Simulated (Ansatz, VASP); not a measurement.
# Cross-check of Ni (Ni strained to the junction's net) between VASP and Ansatz

Wanted: the spread between two codes on one cell, functional and k mesh. The structure shown is the end of the Ansatz relaxation below.

Method: plane waves, with VASP 6.6.1 beside it; single point at PBE with D3(BJ), in Ansatz 0.2.0.

### 1. The starting structure

The structure is trigonal, space group R-3m (No. 166). The conventional cell has a = 2.510 Å, b = 2.510 Å, c = 5.960 Å, α = 90.00°, β = 90.00°, γ = 120.00°. Nearest to Ni lie 12 Ni at 2.46 to 2.51 Å.

Structure file:

```cif
data_structure
_symmetry_space_group_name_H-M 'R-3m:H'
_symmetry_Int_Tables_number 166
_cell_length_a 2.5100
_cell_length_b 2.5100
_cell_length_c 5.9597
_cell_angle_alpha 90.000
_cell_angle_beta 90.000
_cell_angle_gamma 120.000
_cell_volume 32.52
loop_
_atom_site_label
_atom_site_type_symbol
_atom_site_symmetry_multiplicity
_atom_site_Wyckoff_symbol
_atom_site_fract_x
_atom_site_fract_y
_atom_site_fract_z
_atom_site_occupancy
Ni1 Ni 3 a 0.00000 0.00000 0.00000 1
```

### 2. Ansatz: relaxation, PBE with D3(BJ)

Ansatz runs on its default PAW (the set named soft_2) files.

This run makes the geometry at which the two programs are then compared.

File input.yaml:

```yaml
crystal:
  lattice:
    - [2.51, 0.0, 0.0]
    - [-1.255, 2.1737237635, 0.0]
    - [0.0, 0.0, 6.0608385544]
  atoms:
    - { symbol: Ni, position: [0.0, 0.0, 0.0], spin: 0.7 }
    - { symbol: Ni, position: [0.3333333333, 0.6666666667, 0.3333333333], spin: 0.7 }
    - { symbol: Ni, position: [0.6666666667, 0.3333333333, 0.6666666667], spin: 0.7 }
magnetization:
  spin_polarized: true
kpoints:
  mp_grid: { grid: [18, 18, 5] }
scf:
  occupations: { method: fermi_dirac, width: 0.1 }
  max_iter: 150
hamiltonian:
  xc: pbe
  dispersion: d3bj
relax:
  f_tol: 0.01
  max_steps: 40
  cell: { fix: [a, b, angles] }
```

Launch:

```bash
$ ansatz run input.yaml --threads 4 --pin off --max-ram 10240MiB --backend cpu --events-out ev --progress --plain --runs-dir out
```

Numbers of over 12 decimals in the logs are rounded to 6 here.

The program printed:

```text
Engine: ansatz 0.2.0, aarch64-unknown-linux-gnu
Pseudopotentials: kind: paw
Pseudopotential: Ni, paw, valence charge 18, recommended cutoff 420 eV (normal), Ni.paw.azcp
Functional definition: PBE
  parameter kappa = 0.804
  parameter beta = 0.066725
  exchange = pbe_x(kappa = kappa, mu = beta*pi^2/3)
  correlation = pbe_c(beta = beta)
Crystal: 3 atoms, lattice volume = 33.068 Å³
Basis set: ecut = 420 eV, 639 PW (Γ), exchange–correlation on 36×36×90 points (8 copies of the dense FFT grid, shifted against one another)
Bands: 34, of which v1, the nominal top of the filled ones, is band 27 counted from 1 (26 counted from 0)
Symmetry: 36 space group operations
Space group: R-3m (ITA 166), of the structure as read, at distance tolerance 3.2e-5 Å
Magnetic group: BNS 166.97 (UNI 1327), of the structure as read, at distance tolerance 3.2e-5 Å
k-points: 165 of 1620
Non-local potential: Ni, projectors of the file, l = 0: 3, l = 1: 2, l = 2: 3, l = 3: 1
PAW form: soft (Blöchl's): semilocal exchange-correlation on the pseudo side does not see the compensation charge
PAW one-centre angular grid: Ni, 590 points (default); XC on 64 Gauss nodes
Initial density: superposition of atomic densities (chi_scale 0.1, normalization cell)
Starting moments: Σ|m| = 2.1 μB on 3 of 3 sites
Initial wavefunctions: pseudopotential atomic-orbital guess
Functional: x = pbe(κ = 0.804, μ = 0.219515), c = pbe(β = 0.066725)
iter 1 solved again at ethr=2.45e-3 eV; its pass at ethr=3.10e-3 eV (dr2=1.32e0 eV) is discarded
SCF iter   1: F=—  HF=-17518.193220 eV  |F-HF|=—  |Δ(HF+E_count)|=         —  Δρ=6.43e-2 (↑1.75e-2 ↓6.43e-2)  dr2=1.32e0  dr2_m=1.76e-1  M=2.186 μB ∫|m|=2.306 μB  β_m=0.30  ethr=2.45e-3  ⟨swp⟩=1.0  Hψ=49841  notcnv=0
Mixer restart at iter 1: flushing history
preconditioner: auto → Kerker (q_TF=auto, 2.961 Å⁻¹)  [metal: Δε(μ)=0.002 eV  Ē_g=8.812 eV  σ=0.100 eV  W_gap=0.01  n_scr=10 (ndim 8)  ℏωp=35.4 eV  f_vac=0.000  D(μ)=5.28/eV (n_scr^D=82)]
spin=Collinear: Kerker preconditioning applied to the charge; magnetization (m = ρ↑ − ρ↓) channel mixes plain (no charge-response kernel on spin).
SCF iter   2: F=—  HF=-17518.132587 eV  |F-HF|=—  |Δ(HF+E_count)|=   6.06e-2  Δρ=2.55e-2 (↑2.55e-2 ↓1.58e-2)  dr2=4.04e-2  dr2_m=9.28e-2  M=2.151 μB ∫|m|=2.307 μB  β_m=0.31  ethr=2.45e-3  ⟨swp⟩=2.0  Hψ=17328  notcnv=0
SCF iter   3: F=—  HF=-17519.065820 eV  |F-HF|=—  |Δ(HF+E_count)|=         —  Δρ=2.63e-2 (↑2.63e-2 ↓9.53e-3)  dr2=7.04e-2  dr2_m=6.98e-2  M=2.178 μB ∫|m|=2.369 μB  β_m=0.31  ethr=7.48e-5  ⟨swp⟩=2.0  Hψ=20523  notcnv=0  defer=160
Mixer restart at iter 3: flushing history
SCF iter   4: F=—  HF=-17519.685542 eV  |F-HF|=—  |Δ(HF+E_count)|=   6.20e-1  Δρ=1.84e-2 (↑1.84e-2 ↓6.96e-3)  dr2=7.80e-2  dr2_m=1.79e-2  M=2.104 μB ∫|m|=2.316 μB  β_m=0.66  ethr=7.48e-5  ⟨swp⟩=2.1  Hψ=18402  notcnv=0  defer=161
SCF iter   5: F=—  HF=-17520.532648 eV  |F-HF|=—  |Δ(HF+E_count)|=   8.47e-1  Δρ=1.10e-2 (↑4.10e-3 ↓1.10e-2)  dr2=4.95e-2  dr2_m=6.01e-3  M=1.939 μB ∫|m|=2.194 μB  β_m=0.83  ethr=7.48e-5  ⟨swp⟩=2.1  Hψ=22405  notcnv=0  defer=180
SCF iter   6: F=—  HF=-17520.602647 eV  |F-HF|=—  |Δ(HF+E_count)|=   7.00e-2  Δρ=5.76e-3 (↑2.02e-3 ↓5.76e-3)  dr2=1.31e-2  dr2_m=1.50e-3  M=1.896 μB ∫|m|=2.161 μB  β_m=0.85  ethr=7.48e-5  ⟨swp⟩=1.8  Hψ=15321  notcnv=0  defer=180
SCF iter   7: F=—  HF=-17520.611984 eV  |F-HF|=—  |Δ(HF+E_count)|=   9.34e-3  Δρ=3.14e-3 (↑2.72e-3 ↓3.14e-3)  dr2=5.12e-3  dr2_m=1.84e-5  M=1.887 μB ∫|m|=2.155 μB  β_m=0.65  ethr=2.43e-5  ⟨swp⟩=2.1  Hψ=18740  notcnv=0  defer=214
SCF iter   8: F=—  HF=-17520.610096 eV  |F-HF|=—  |Δ(HF+E_count)|=   1.89e-3  Δρ=7.95e-4 (↑7.95e-4 ↓5.93e-4)  dr2=2.18e-4  dr2_m=5.65e-6  M=1.884 μB ∫|m|=2.152 μB  β_m=0.82  ethr=9.48e-6  ⟨swp⟩=2.1  Hψ=15255  notcnv=0  defer=214
SCF iter   9: F=—  HF=-17520.610023 eV  |F-HF|=—  |Δ(HF+E_count)|=   7.27e-5  Δρ=3.64e-4 (↑3.00e-4 ↓3.64e-4)  dr2=6.74e-5  dr2_m=4.30e-7  M=1.881 μB ∫|m|=2.150 μB  β_m=0.81  ethr=4.03e-7  ⟨swp⟩=2.4  Hψ=18414  notcnv=0  defer=214
SCF iter  10: F=—  HF=-17520.609998 eV  |F-HF|=—  |Δ(HF+E_count)|=   2.56e-5  Δρ=7.01e-5 (↑4.98e-5 ↓7.01e-5)  dr2=2.49e-6  dr2_m=3.81e-8  M=1.881 μB ∫|m|=2.149 μB  β_m=0.90  ethr=1.25e-7  ⟨swp⟩=2.0  Hψ=15249  notcnv=0  defer=214
SCF iter  11: F=—  HF=-17520.609997 eV  |F-HF|=—  |Δ(HF+E_count)|=   7.28e-7  Δρ=3.89e-6 (↑2.05e-6 ↓3.89e-6)  dr2=5.28e-9  dr2_m=8.83e-10  M=1.881 μB ∫|m|=2.149 μB  β_m=0.95  ethr=4.60e-9  ⟨swp⟩=2.0  Hψ=15773  notcnv=0  defer=214
SCF iter  12: F=-17520.609997 eV  HF=-17520.609997 eV  |F-HF|=3.50e-9  |Δ(HF+E_count)|=   1.23e-8  Δρ=3.32e-6 (↑1.65e-6 ↓3.32e-6)  dr2=4.54e-9  dr2_m=2.54e-10  M=1.881 μB ∫|m|=2.149 μB  ethr=9.78e-12  ⟨swp⟩=2.0  Hψ=36949  notcnv=0
SCF 1 converged in 12 iterations: F = -17520.609997 eV  dr2 = 4.54e-9
  greatest PAW one-centre occupation: 1.001 electrons in one spin orbital (limit 2), on the Ni atom at site 2 (counted from 0), in its partial waves of l = 1
[...]
SCF iter   6: F=—  HF=-17520.621157 eV  |F-HF|=—  |Δ(HF+E_count)|=   4.44e-5  Δρ=8.68e-5 (↑2.20e-5 ↓8.68e-5)  dr2=5.04e-7  dr2_m=5.75e-7  M=1.863 μB ∫|m|=2.124 μB  β_m=0.89  ethr=3.73e-8  ⟨swp⟩=2.0  Hψ=18664  notcnv=0
SCF iter   7: F=—  HF=-17520.621158 eV  |F-HF|=—  |Δ(HF+E_count)|=   7.50e-8  Δρ=2.98e-5 (↑1.74e-5 ↓2.98e-5)  dr2=3.61e-7  dr2_m=1.98e-8  M=1.863 μB ∫|m|=2.123 μB  β_m=0.94  ethr=9.33e-10  ⟨swp⟩=2.0  Hψ=20472  notcnv=0
SCF iter   8: F=—  HF=-17520.621158 eV  |F-HF|=—  |Δ(HF+E_count)|=   3.40e-7  Δρ=6.43e-6 (↑2.80e-6 ↓6.43e-6)  dr2=1.42e-8  dr2_m=1.40e-9  M=1.863 μB ∫|m|=2.124 μB  β_m=0.97  ethr=6.68e-10  ⟨swp⟩=2.0  Hψ=16138  notcnv=0
SCF iter   9: F=-17520.621158 eV  HF=-17520.621158 eV  |F-HF|=3.53e-9  |Δ(HF+E_count)|=   2.09e-8  Δρ=3.22e-6 (↑1.57e-6 ↓3.22e-6)  dr2=4.17e-9  dr2_m=2.34e-10  M=1.863 μB ∫|m|=2.124 μB  ethr=2.63e-11  ⟨swp⟩=2.0  Hψ=34611  notcnv=0
SCF 3 converged in 9 iterations: F = -17520.621158 eV  dr2 = 4.17e-9
relax step   3: F+E_penalty+E_count = -17520.62115787 eV  Δ(F+E_penalty+E_count) = -3.449e-3 eV  max|allowed force component| = 8.399e-27 eV/Å  Δτ_max = 0.0000 Å  P = -5.387 GPa  Ω = 32.495 Å³  energy of the carried Pulay correction = +2.057e-4 eV  fix = [a, b, alpha, beta, gamma]  reactions: a -8.209, b -8.209 GPa  (9 SCF iters, dr2 threshold 3.00e-7 eV, accepted)
[...]
relax step   4: F+E_penalty+E_count = -17520.62116719 eV  Δ(F+E_penalty+E_count) = -9.321e-6 eV  max|allowed force component| = 1.881e-27 eV/Å  Δτ_max = 0.0000 Å  P = -5.517 GPa  Ω = 32.516 Å³  energy of the carried Pulay correction = +1.981e-4 eV  fix = [a, b, alpha, beta, gamma]  reactions: a -8.277, b -8.277 GPa  (6 SCF iters, dr2 threshold 1.65e-7 eV, accepted)
[...]
relax step   5: F+E_penalty+E_count = -17520.62093025 eV  Δ(F+E_penalty+E_count) = +2.369e-4 eV  max|allowed force component| = 5.684e-28 eV/Å  Δτ_max = 0.0000 Å  P = -5.502 GPa  Ω = 32.516 Å³  fix = [a, b, alpha, beta, gamma]  reactions: a -8.269, b -8.269 GPa  stress off target by 3.00e-2 GPa on what of the cell is left free  SCF on the basis re-selected at this cell (its energy is not comparable with the rows above)  (9 SCF iters)
basis re-selected at this cell: Δ(F+E_penalty+E_count) = +2.369e-4 eV, ΔP = +0.015 GPa vs the last step (what re-selecting the basis moved, of the pressure what is left beyond the Pulay correction that the steps carried, after the strain that the cell walked since its last selection, with what the two solves' SCF thresholds leave and, on support functions, any second-order correction that the steps lacked; it is no measure of the basis error at this ecutwfc). The dense FFT grid was sized anew with the basis: this SCF ran on 18×18×40 points, the steps before it on 18×18×45, so part of this shift can come from that change (see relax.cell in the input reference). [rest of the remark cut]
SCF converged after 9 iterations
Magnetization: 1.8634 μB (27.9317 up, 26.0683 down)
Absolute magnetization: 2.1270 μB (∫|ρ↑−ρ↓|, with the PAW one-centre terms)
Spin contamination: 0.0202 ħ² per cell (⟨S²⟩ above its minimum at these occupations)
Per-site moments (μB) at R_I (Å): [(0.659386, 1.014321), (0.659386, 1.014321), (0.659386, 1.014321)]
Free energy (F): -17520.620930 eV
Harris-Foulkes:  -17520.620930 eV  (|F-HF|=7.28e-12)
Internal energy: -17520.461921 eV  (E = F + TS)
E sigma→0 (E₀):  -17520.541426 eV
Entropy (-TS):   -0.159009 eV (-53.003 meV/atom)
Fermi energy:    18.261318 eV
--- Per-component energies (eV) ---
  E_band       = -848.379569
  E_kinetic    = 846.628232
  E_local      = -10295.025788  (includes V_loc(G=0)·N_el)
  E_nonlocal   = 1906.694511
  E_hartree    = 4298.270226
  E_xc         = -254.521160
  E_vxc        = -328.214277  (∫ρ·V_xc dr)
  E_paw        = -4888.860361  (= ΣΔE_a)
  E_vpaw       = -1575.004531  (= ΣTr[D̂ρ^β])
  E_aug_tail   = 0.001515  (compensation charges beyond the density's cutoff)
  E_ewald      = -9132.254967
  E_disp       = -1.394130  (pairwise vdW)
  E_smearing   = -0.159009  (= −TS)
  E_closure    = 0.000000  (closes the sum)
  Σ components = -17520.620930   (vs F -17520.620930, Δ=0.00e0)
--- Forces (eV/Å), atoms counted from 1 ---
  atom   1  Ni     0.00000000     0.00000000     0.00000000
  atom   2  Ni     0.00000000     0.00000000     0.00000000
  atom   3  Ni     0.00000000    -0.00000000     0.00000000
  max |Σ_I F_I| component: 8.53e-28 eV/Å
--- Stress (GPa, compression-positive) ---
       -8.268559      -0.000000      -0.000000
       -0.000000      -8.268559       0.000000
       -0.000000       0.000000       0.029959
  P = ⅓ Tr σ = -5.5024 GPa (-55.024 kbar)
--- Relaxed structure (4 steps of the walk, 4 accepted, 1 SCFs on fresh bases) ---
  F+E_penalty+E_count = -17520.62093025 eV   max|allowed force component| = 5.684e-28 eV/Å   (the final SCF, on the basis selected at the relaxed cell)
  cell:  # Å, volume = 32.5164 Å³
    - [2.510000, 0, 0]
    - [-1.255000, 2.173724, 0]
    - [0, 0, 5.959705]
  atoms:
    - { symbol: Ni, position: [0, 0, 0] }
    - { symbol: Ni, position: [0.333333, 0.666667, 0.333333] }
    - { symbol: Ni, position: [0.666667, 0.333333, 0.666667] }
```

The column dr2 measures how far the density is from self-consistency, as an energy; F and HF (Harris–Foulkes) agree once it is small.

### 3. VASP: single point, PBE with D3(BJ)

The same cell, functional, mesh and smearing now go to VASP, with its own data sets.

Lines of VASP's logs that name or quote its potential files are left out, and so is its time.

File INCAR:

```
SYSTEM = Ni
PREC = Accurate
ENCUT = 600
EDIFF = 1E-06
NELM = 200
ISMEAR = -1
SIGMA = 0.1
LREAL = .FALSE.
ALGO = Normal
GGA = PE
IVDW = 12
NBANDS = 24
ISPIN = 2
MAGMOM = 0.66 0.66 0.66
LASPH = .TRUE.
LMAXMIX = 4
LORBIT = 11
LWAVE = .FALSE.
LCHARG = .FALSE.
ISIF = 2
GGA_COMPAT = .FALSE.
KPAR = 2
```

File POSCAR:

```
Ni
1.0
    2.5100000000      0.0000000000      0.0000000000
   -1.2550000000      2.1737237635      0.0000000000
    0.0000000000      0.0000000000      5.9597046141
Ni
3
Direct
    0.0000000000      0.0000000000      0.0000000000
    0.3333333333      0.6666666667      0.3333333333
    0.6666666667      0.3333333333      0.6666666667
```

File KPOINTS:

```
Automatic mesh
0
Gamma
18 18 5
0 0 0
```

PAW data sets: Ni (PBE family, release 64).

Launch:

```bash
$ mpirun -np 2 vasp_std
```

The program printed:

```text
[banner, memory and clock lines left out]
running    2 mpi-ranks, on    1 nodes
 distrk:  each k-point on    1 cores,    2 groups
 distr:  one band on    1 cores,    1 groups

 POSCAR found type information on POSCAR Ni
 POSCAR found :  1 types and       3 ions
 LDA part: xc-table for (Slater+PW92), standard interpolation
 POSCAR, INCAR and KPOINTS ok, starting setup
 FFT: planning ... GRIDC
 FFT: planning ... GRID_SOFT
 FFT: planning ... GRID
 WAVECAR not read
 entering main loop
       N       E                     dE             d eps       ncg     rms          rms(c)
DAV:   1     0.175859471939E+03    0.17586E+03   -0.14464E+04 16528   0.195E+03
DAV:   2    -0.106088174261E+02   -0.18647E+03   -0.17402E+03 15920   0.315E+02
DAV:   3    -0.194305659364E+02   -0.88217E+01   -0.84825E+01 18272   0.919E+01
DAV:   4    -0.195511095568E+02   -0.12054E+00   -0.12048E+00 19944   0.970E+00
DAV:   5    -0.195545309530E+02   -0.34214E-02   -0.34213E-02 18800   0.144E+00    0.172E+01
DAV:   6    -0.174675633779E+02    0.20870E+01   -0.18211E+01 17512   0.755E+01    0.103E+01
DAV:   7    -0.165273722924E+02    0.94019E+00   -0.36925E+00 18240   0.313E+01    0.331E+00
DAV:   8    -0.164847756487E+02    0.42597E-01   -0.40645E-02 21848   0.224E+00    0.156E+00
DAV:   9    -0.164780038680E+02    0.67718E-02   -0.20113E-03 24032   0.475E-01    0.478E-01
DAV:  10    -0.164766114541E+02    0.13924E-02   -0.38944E-04 20744   0.219E-01    0.144E-01
DAV:  11    -0.164764919477E+02    0.11951E-03   -0.21274E-04 21752   0.188E-01    0.391E-02
DAV:  12    -0.164764791226E+02    0.12825E-04   -0.18032E-05 20256   0.453E-02    0.195E-02
DAV:  13    -0.164764795275E+02   -0.40488E-06   -0.24213E-06 16000   0.145E-02
   1 F= -.17870269E+02 E0= -.17789820E+02  d E =-.160897E+00  mag=     1.8257
```

(Part 1 of 2 ends here.)

[Lines on the potential files, build, host, timing and source positions are cut from VASP's logs without a mark.]

[Logs are printed without paths, hosts, clocks, repeated set-up lines and the standing remarks that a program may print on its own settings, such as how far it seeks lower states.]

[Hosts, paths, dates, database ids (printed as entryN), source tags and the programs' standing remarks are cut or masked in the printed files.]
